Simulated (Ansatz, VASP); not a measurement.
# Cross-check of RbMnF3 between VASP and Ansatz, part 3 of 3

Wanted: the spread between two codes on one cell, functional and k mesh. Of the first pair: The two relaxations start from unlike cells of this crystal (the structure described is Ansatz's start), so only their ends are compared.

VASP 6.6.1 and Ansatz 0.2.0.

So far: The starting structure; Ansatz: relaxation of cell and atoms, BLYP; VASP: relaxation of cell and atoms, BLYP; Side by side; Ansatz: relaxation of cell and atoms, PBEsol, DFT+U.

## 6. VASP: relaxation of cell and atoms, PBEsol, DFT+U

Level of this step: PBEsol, DFT+U (Mn d 3.9 eV), spin-polarised from an antiferromagnetic start; plane waves and PAW (Rb_sv, Mn_pv, F) (VASP).

The same cell, functional, mesh and smearing now go to VASP, with its own data sets.

INCAR reads:

```
SYSTEM = RbMnF3
PREC = Accurate
ENCUT = 600
EDIFF = 1E-07
NELM = 200
ISMEAR = 0
SIGMA = 0.02
LREAL = .FALSE.
ALGO = Normal
GGA = PS
NBANDS = 58
ISPIN = 2
MAGMOM = -0 0 4.22 -4.22 -0 -0 -0 0 0 0
LDAU = .TRUE.
LDAUTYPE = 2
LDAUL = -1 2 -1
LDAUU = 0 3.9 0
LDAUJ = 0 0 0
LDAUPRINT = 1
LASPH = .TRUE.
LMAXMIX = 4
LORBIT = 11
LWAVE = .FALSE.
LCHARG = .FALSE.
ISIF = 3
IBRION = 2
NSW = 80
EDIFFG = -0.005
GGA_COMPAT = .FALSE.
NELMIN = 4
KPAR = 2
```

POSCAR reads:

```
RbMnF3
1.0
    4.2324720000      0.0000000000      4.2324720000
    0.0000000000      4.2324720000      4.2324720000
    0.0000000000      0.0000000000      8.4649440000
Rb Mn F
2 2 6
Direct
    0.0000000000      0.0000000000      0.0000000000
    0.0000000000      0.0000000000      0.5000000000
    0.5000000000      0.5000000000      0.7500000000
    0.5000000000      0.5000000000      0.2500000000
    0.5000000000      0.0000000000      0.0000000000
    0.5000000000      0.5000000000      0.5000000000
    0.0000000000      0.5000000000      0.0000000000
    0.5000000000      0.0000000000      0.5000000000
    0.5000000000      0.5000000000      0.0000000000
    0.0000000000      0.5000000000      0.5000000000
```

KPOINTS reads:

```
Automatic mesh
0
Gamma
6 6 6
0 0 0
```

PAW data sets: Rb_sv, Mn_pv and F (PBE family, release 64).

Launch:

```sh
$ mpirun -np 2 vasp_std
```

Numbers of over 12 decimals in the logs are rounded to 6 here.

The program printed:

```text
[banner, memory and clock lines left out]
running    2 mpi-ranks, on    1 nodes
[...]
[... a notice as in an earlier step ...]

 LDA part: xc-table for (Slater+PW92), standard interpolation
 POSCAR, INCAR and KPOINTS ok, starting setup
[...]
entering main loop
       N       E                     dE             d eps       ncg     rms          rms(c)
DAV:   1     0.102862498262E+04    0.10286E+04   -0.50096E+04  3728   0.173E+03
DAV:   2     0.418757053038E+02   -0.98675E+03   -0.93280E+03  3948   0.461E+02
DAV:   3    -0.551283750202E+02   -0.97004E+02   -0.96013E+02  4286   0.156E+02
DAV:   4    -0.583732910729E+02   -0.32449E+01   -0.32334E+01  5016   0.258E+01
[...]
DAV:  16    -0.568265767333E+02    0.11336E-06   -0.21386E-06  4296   0.104E-02    0.625E-03
DAV:  17    -0.568265769515E+02   -0.21828E-06   -0.32763E-07  3960   0.446E-03    0.255E-03
DAV:  18    -0.568265769971E+02   -0.45589E-07   -0.96008E-08  3176   0.253E-03
   1 F= -.56826577E+02 E0= -.56826577E+02  d E =-.568266E+02  mag=    -0.0000
[...]
N       E                     dE             d eps       ncg     rms          rms(c)
DAV:   1    -0.568334048596E+02   -0.68279E-02   -0.13189E-01  3958   0.229E+00    0.675E-01
DAV:   2    -0.568272046987E+02    0.62002E-02   -0.20710E-02  3974   0.733E-01    0.333E-01
DAV:   3    -0.568269465141E+02    0.25818E-03   -0.14962E-03  4208   0.311E-01    0.143E-01
DAV:   4    -0.568268548455E+02    0.91669E-04   -0.23534E-04  4704   0.704E-02    0.904E-02
[...]
DAV:   8    -0.568268354080E+02   -0.30590E-06   -0.23417E-07  4048   0.268E-03    0.159E-03
DAV:   9    -0.568268355396E+02   -0.13159E-06   -0.62122E-08  2340   0.168E-03    0.659E-04
DAV:  10    -0.568268355892E+02   -0.49617E-07   -0.26477E-08  2300   0.825E-04
   2 F= -.56826836E+02 E0= -.56826836E+02  d E =-.258592E-03  mag=    -0.0000
 trial-energy change:   -0.000259  1 .order   -0.000264   -0.000491   -0.000037
 step:   1.0886(harm=  1.0819)  dis= 0.00000  next Energy=   -56.826837 (dE=-0.260E-03)
 reached required accuracy - stopping structural energy minimisation
```

Parts of OUTCAR (step 6):

```text
  Total       -0.0139426     -0.0139426     -0.0139426     -0.0000000     -0.0000000      0.0000000
  in kB       -0.1477069     -0.1477069     -0.1477069     -0.0000000     -0.0000000      0.0000000
  external PRESSURE =      -0.1477069 kB  Pullay stress =       0.0000000 kB

 POSITION                                       TOTAL-FORCE (eV/Angst)
 -----------------------------------------------------------------------------------
      4.22871      0.00000      4.22871        -0.000000     -0.000000     -0.000000
      4.22871      0.00000      8.45743         0.000000     -0.000000     -0.000000
      2.11436      2.11436     10.57178        -0.000000      0.000000      0.000000
      2.11436      2.11436      6.34307        -0.000000      0.000000     -0.000000
      2.11436      4.22871      6.34307        -0.000000      0.000000     -0.000000
      2.11436      2.11436      8.45743        -0.000000      0.000000      0.000000
      0.00000      2.11436     10.57178         0.000000      0.000000      0.000000
      2.11436      4.22871     10.57178        -0.000000      0.000000      0.000000
      2.11436      2.11436     12.68614        -0.000000      0.000000      0.000000
      0.00000      2.11436      6.34307        -0.000000      0.000000     -0.000000
 -----------------------------------------------------------------------------------
    total drift:                                0.000000     -0.000000      0.000000

  FREE ENERGIE OF THE ION-ELECTRON SYSTEM (eV)
  ---------------------------------------------------
  free  energy   TOTEN  =       -56.8268355892 eV

  energy  without entropy=      -56.8268355892  energy(sigma->0) =      -56.82683559

 magnetization (x)
# of ion       s       p       d       tot
------------------------------------------
    1        0.000   0.000   0.000   0.000
    2        0.000   0.000   0.000   0.000
    3        0.015   0.017   4.608   4.640
    4       -0.015  -0.017  -4.608  -4.640
    5        0.000   0.000   0.000   0.000
    6        0.000   0.000   0.000   0.000
    7        0.000   0.000   0.000   0.000
    8        0.000   0.000   0.000   0.000
    9        0.000   0.000   0.000   0.000
   10        0.000   0.000   0.000   0.000
--------------------------------------------------
tot          0.000   0.000   0.000   0.000

[... 2 parts as in an earlier step ...]

[... 2 further parts left out ...]
[key lines of the parts left out:]
E-fermi :   0.8869
```

## 7. Comparison

What differs besides the data sets and the points named for the pairs above, as far as they apply: U acts on the PAW sphere in VASP and on atomic orbitals in Ansatz, so only states and trends compare; the data sets hold 90 valence electrons in Ansatz (on its default PAW (the set named soft_2) files) and 86 in VASP. Total energies have different zeros and are not compared.

Both answers:

```tsv
quantity	Ansatz	VASP	difference
volume (Å³)	152.85	151.24	+1.07 %
edge a after relaxation, in the typed setting (Å)	6.002	5.980	+0.36 %
edge c after relaxation, in the typed setting (Å)	8.488	8.457	+0.36 %
moment on Mn4 (μB)	-4.22	-4.64	+0.42
moment on Mn3 (μB)	4.22	4.64	-0.42
```

## 8. What came out

```json
{"difference in volume (relaxation of cell and atoms, BLYP)": "0.068 %", "difference in volume (relaxation of cell and atoms, PBEsol, DFT+U)": "1.1 %"}
```

**Reading.** The difference in volume is 1.1 % (relaxation of cell and atoms, PBEsol, DFT+U). The data sets hold unlike numbers of valence electrons (90 in Ansatz and 86 in VASP), so part of the differences comes from the potentials. 2 further runs of this series are not shown here. How closely two codes agree says nothing of how well the functional describes the real material.

[Lines on the potential files, build, host, timing and source positions are cut from VASP's logs without a mark.]

[Logs are printed without paths, hosts, clocks, repeated set-up lines and the standing remarks that a program may print on its own settings, such as how far it seeks lower states.]

[Hosts, paths, dates, database ids (printed as entryN), source tags and the programs' standing remarks are cut or masked in the printed files.]
